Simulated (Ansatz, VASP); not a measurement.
## AlN in VASP and in Ansatz

File POSCAR:

```
AlN
1.0
    3.1137832728      0.0000000029      0.0000000000
   -1.5568916389      2.6966154147      0.0000000000
    0.0000000000      0.0000000000      4.9835883025
Al N
2 2
Direct
    0.3333333333      0.6666666667     -0.0034913258
    0.6666666667      0.3333333333      0.4965086742
    0.3333333333      0.6666666667      0.3784913258
    0.6666666667      0.3333333333      0.8784913258
```

Contents of INCAR.step1:

```
ALGO = Normal
EDIFF = 1E-4
ENCUT = 520
GGA = PE
ISMEAR = 0
LASPH = True
LCHARG = False
LREAL = False
LWAVE = True
NBANDS = 16
NELM = 60
PREC = Accurate
SIGMA = 0.02
```

File INCAR.step2:

```
ALGO = Normal
EDIFF = 1E-6
ENCUT = 520
ISIF = 2
ISMEAR = 0
ISTART = 1
LASPH = True
LCHARG = False
LMIXTAU = True
LREAL = False
LWAVE = False
METAGGA = R2SCAN
NBANDS = 16
NELM = 60
PREC = Accurate
SIGMA = 0.02
```

File KPOINTS:

```
k-points
0
Gamma
  9 9 6
```

Input for Ansatz:

```yaml
crystal:
  lattice:
    - [3.1137832728, 2.9e-09, 0.0]
    - [-1.5568916389, 2.6966154147, 0.0]
    - [0.0, 0.0, 4.9835883025]
  atoms:
    - { symbol: Al, position: [0.3333333333, 0.6666666667, -0.0034913258] }
    - { symbol: Al, position: [0.6666666667, 0.3333333333, 0.4965086742] }
    - { symbol: "N", position: [0.3333333333, 0.6666666667, 0.3784913258] }
    - { symbol: "N", position: [0.6666666667, 0.3333333333, 0.8784913258] }
basis:
  ecutwfc: 500
kpoints:
  mp_grid: { grid: [9, 9, 6] }
  band_path:
    path:
      - [0.0, 0.0, 0.0]
      - [0.5, 0.0, 0.0]
      - [0.3333333333, 0.3333333333, 0.0]
      - [0.0, 0.0, 0.5]
      - [0.5, 0.0, 0.5]
      - [0.3333333333, 0.3333333333, 0.5]
    npoints: 1
hamiltonian:
  xc: r2scan
scf:
  occupations: { method: gaussian, width: 0.02 }
  n_extra_bands: 5
output:
  forces: true
  stress: true
  eigenvalues: true
```

Alike in both runs: task single point; functional r2SCAN; k mesh 9 × 9 × 6; occupations gaussian, width 0.02 eV; no spin polarisation.

```csv
,VASP,Ansatz
version,VASP 6.6.1,Ansatz 0.2.0
potentials or method,"VASP PAW PBE potentials, release 64 (Al, N)","scalar-relativistic, plane waves, PAW"
plane-wave cutoff (eV),520,500
valence electrons in the cell,16,16
```

```tsv
	VASP	Ansatz	Ansatz less VASP
gap on the k mesh at the Fermi level (eV)	4.86	4.82	-0.040
least direct gap on the mesh (eV)	4.86	4.82	-0.040
pressure (GPa)	-1.6	-1.2	+0.40
largest component of the traceless stress (GPa)	0.25	0.24	-0.015
rms of the force components (eV/Å)	0.007	0.007	+0.0002
```

Atom by atom the forces differ by 0.000 eV/Å (rms over components). The functional is the same, so the differences come from potentials, cutoffs and numerics.

Caveats: the PAW data sets were made with another functional, which shifts forces and pressure a little (VASP); an odd mesh through Γ misses points on the zone boundary, where band edges often lie.
